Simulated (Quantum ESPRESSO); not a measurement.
## NiO in Quantum ESPRESSO: the effect of functional

The system is NiO.

```
Ni O
1.0
     0.00000    2.09131    2.09131
     2.09131    0.00000    2.09131
     2.09131    2.09131    0.00000
Ni O
1 1
Direct
  0.00000 0.00000 0.00000
  0.50000 0.50000 0.50000
```

Alike in all runs:

| Property | Result |
| --- | --- |
| Program | Quantum ESPRESSO 7.5 |
| Task | phonons |
| Cutoff | 1333 eV |
| Density cutoff | 5333 eV |
| k mesh | 4 × 4 × 4, shifted |
| Occupations | fermi-dirac, width 0.05 eV |
| Spin | collinear spin, ferromagnetic start |
| Starting moments | [1.0, 0.0] μB |

Each run relaxes the cell or the atoms first.

Question: One run gave: relaxed volume 8.98 Å³/atom; moment 0.75 μB. Which functional did it use?
A. revPBE
B. LDA
C. PW91
D. PBEsol
E. BLYP

Answer: C.

| functional | potentials or basis | relaxed volume (Å³/atom) | moment (μB) |
| --- | --- | --- | --- |
| LDA | PseudoDojo 0.4.1 SR LDA standard | 8.27 | 0.75 |
| PBEsol | PseudoDojo 0.4.1 SR PBEsol standard | 8.58 | 0.75 |
| PW91 | PseudoDojo 0.4.1 SR PBE standard | 8.98 | 0.75 |
| revPBE | PseudoDojo 0.4.1 SR PBE standard | 9.22 | 0.78 |
| BLYP | PseudoDojo 0.4.1 SR PBE standard | 9.41 | 0.76 |

Caveats: all runs use coarse meshes; the mesh is thin for the phonons of a metal; a cell with one magnetic atom can't hold antiferromagnetic order, which such compounds often take; the potentials were made for another functional, which shifts forces and pressure (some runs); before the sum rule the acoustic modes lie tens of cm⁻¹ from zero, a sign that the density grid also shifts the optical modes (some runs); the acoustic modes lie far from zero, so the frequencies are unreliable (some runs).

Runs at the PBE level aren't shown here.
